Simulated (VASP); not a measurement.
Here is a VASP 6.6.1 calculation.

INCAR

```
SYSTEM = BeTe
  PREC = Accurate
  ENCUT = 600
  EDIFF = 1E-6
  ISMEAR = 0
  SIGMA = 0.02
  LREAL = .FALSE.
  LASPH = .TRUE.
  NELM = 120
  ALGO = Normal
  ISIF = 3
  LWAVE = .FALSE.
  LCHARG = .FALSE.
  METAGGA = R2SCAN
  LMIXTAU = .TRUE.
  LUSE_VDW = .TRUE.
  IVDW_NL = 2
  BPARAM = 11.95
  CPARAM = 0.0093
  IBRION = 2
  NSW = 60
  EDIFFG = -0.005
```

The input KPOINTS:

```
regular mesh
0
G
  10 10 10
  0 0 0
```

Contents of POSCAR:

```
BeTe
1.0
    0.0000000000      2.8100000000      2.8100000000
    2.8100000000      0.0000000000      2.8100000000
    2.8100000000      2.8100000000      0.0000000000
Be Te
1 1
Direct
    0.0000000000      0.0000000000      0.0000000000
    0.2500000000      0.2500000000      0.2500000000
```

Potentials or basis: VASP PAW PBE potentials, release 64 (Be, Te).

Run with:

```sh
$ cat potpaw_PBE.64/Be/POTCAR potpaw_PBE.64/Te/POTCAR > POTCAR
$ mpirun -np 1 vasp_std > vasp.out
```

(1) What does it give for the space group after relaxing (to 0.05 Å)?

(2) What does it give for the band gap on the k mesh?

(3) What does it give for the relaxed volume?

(4) What does it give for the relaxed cell?

Answers

(1) F-43m (No. 216).

(2) 2.29 eV, indirect (least direct gap 4.01 eV).

(3) 22.51 Å³/atom.

(4) a = 3.993 Å, b = 3.993 Å, c = 3.993 Å, α = 60.00°, β = 60.00°, γ = 60.00°.

Caveat: the PAW data sets were made with another functional, which shifts forces and pressure a little; spin-orbit coupling is left out, which moves the levels of the heavy elements.
